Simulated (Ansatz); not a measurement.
Level of theory: DFT PBE, scalar-relativistic, plane waves, PAW (Ansatz 0.2.0). Settings: cutoff 420 eV, Γ-centred meshes spaced at most about 0.3 Å⁻¹, and about 0.25 Å⁻¹ or finer for metals (2π included), Gaussian smearing. No spin polarisation.

All energies are static (0 K, no zero-point motion).

Compare these two cells of Cd₇S, each relaxed at this level.

A.

```cif
data_structure
_symmetry_space_group_name_H-M 'P-3m1'
_symmetry_Int_Tables_number 164
_cell_length_a 3.6132
_cell_length_b 3.6132
_cell_length_c 16.9519
_cell_angle_alpha 90.000
_cell_angle_beta 90.000
_cell_angle_gamma 120.000
_cell_volume 191.66
loop_
_atom_site_label
_atom_site_type_symbol
_atom_site_symmetry_multiplicity
_atom_site_Wyckoff_symbol
_atom_site_fract_x
_atom_site_fract_y
_atom_site_fract_z
_atom_site_occupancy
Cd1 Cd 2 d 0.66667 0.33333 0.89952 1
Cd2 Cd 2 d 0.33333 0.66667 0.76880 1
Cd3 Cd 2 d 0.66667 0.33333 0.63538 1
Cd4 Cd 1 b 0.00000 0.00000 0.50000 1
S1 S 1 a 0.00000 0.00000 0.00000 1
```

B.

```cif
data_structure
_symmetry_space_group_name_H-M 'P3m1'
_symmetry_Int_Tables_number 156
_cell_length_a 3.8384
_cell_length_b 3.8384
_cell_length_c 16.2194
_cell_angle_alpha 90.000
_cell_angle_beta 90.000
_cell_angle_gamma 120.000
_cell_volume 206.95
loop_
_atom_site_label
_atom_site_type_symbol
_atom_site_symmetry_multiplicity
_atom_site_Wyckoff_symbol
_atom_site_fract_x
_atom_site_fract_y
_atom_site_fract_z
_atom_site_occupancy
Cd1 Cd 1 c 0.66667 0.33333 0.91526 1
Cd2 Cd 1 a 0.00000 0.00000 0.14757 1
Cd3 Cd 1 a 0.00000 0.00000 0.65257 1
Cd4 Cd 1 b 0.33333 0.66667 0.78248 1
Cd5 Cd 1 b 0.33333 0.66667 0.26923 1
Cd6 Cd 1 a 0.00000 0.00000 0.39685 1
Cd7 Cd 1 b 0.33333 0.66667 0.52477 1
S1 S 1 a 0.00000 0.00000 0.99326 1
```

**Question.** Which would you expect to be lower, and how large is the difference?

**Answer.** A is lower, by 35 meV/atom. A has space group P-3m1 (No. 164), 24.0 Å³/atom and no gap on its mesh; B has space group P3m1 (No. 156), 25.9 Å³/atom and no gap. Counting Cd atoms around S (those within 1.25 times the shortest such distance or 1.15 times the sum of covalent radii, 1.27 where that leaves under three), A has S 6 and B has S 4. The denser one is the lower, and pressure would at first widen the difference. In A, around Cd on a site of symmetry 3m lie 3 S at 2.69 Å and 3 Cd at 3.04 Å; Cd on a second site of symmetry 3m has 6 Cd at 3.04–3.08 Å and 6 Cd at 3.61 Å; S is surrounded by 6 Cd at 2.69 Å; 2 more sites not described. In B, Cd on its first site has 3 S at 2.55 Å and 3 Cd at 3.09 Å; around Cd on its second site lie 1 S at 2.50 Å and 3 Cd at 2.97 Å; S is surrounded by 4 Cd at 2.50–2.55 Å; 5 more sites not described. Both come from invented guesses.

Cells relaxed within their symmetry can be saddle points.
